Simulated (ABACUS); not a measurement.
Crystal: Fe.

```
Fe
1.0
    -1.44300    1.44300    1.44300
     1.44300   -1.44300    1.44300
     1.44300    1.44300   -1.44300
Fe
1
Direct
  0.00000 0.00000 0.00000
```

```yaml
Program: ABACUS 3.10.1
Task: single point
Functional: PBEsol
Potentials_or_basis: PseudoDojo NC SR 0.4.1 PBEsol standard
Cutoff: 1225 eV
Density_cutoff: 4898 eV
Basis: plane waves
k_mesh: 13 × 13 × 13
Occupations: fermi-dirac, width 0.05 eV
Spin: collinear spin, ferromagnetic start
Starting_moments: "[3.0] μB"
```

On this cell: pressure -15.6 GPa; net moment 2.38 μB per cell; band gap on the k mesh none (metal or under the smearing width).

The same run follows on a disturbed copy (cell strained at random at fixed volume):

```xyz
1
Lattice="-1.4815 1.4342 1.4590 1.4675 -1.4310 1.4417 1.4535 1.4030 -1.4557" Properties=species:S:1:pos:R:3 pbc="T T T"
Fe   -0.0126   -0.0290   -0.0073
```

**Question.** What does the disturbed cell give?

**Answer.** The energy (extrapolated to zero smearing) moves by +2.5 meV/atom; pressure -15.2 GPa; net moment 2.40 μB per cell; band gap on the k mesh none (metal or under the smearing width).

Stress tensor (GPa, compression positive):
```
-16.27   1.00   0.52
  1.00 -13.76   0.00
  0.52   0.00 -15.58
```

Caveats: so large a pressure means that the cell lies far from this level's equilibrium, or that cutoff or potentials fall short (some runs).
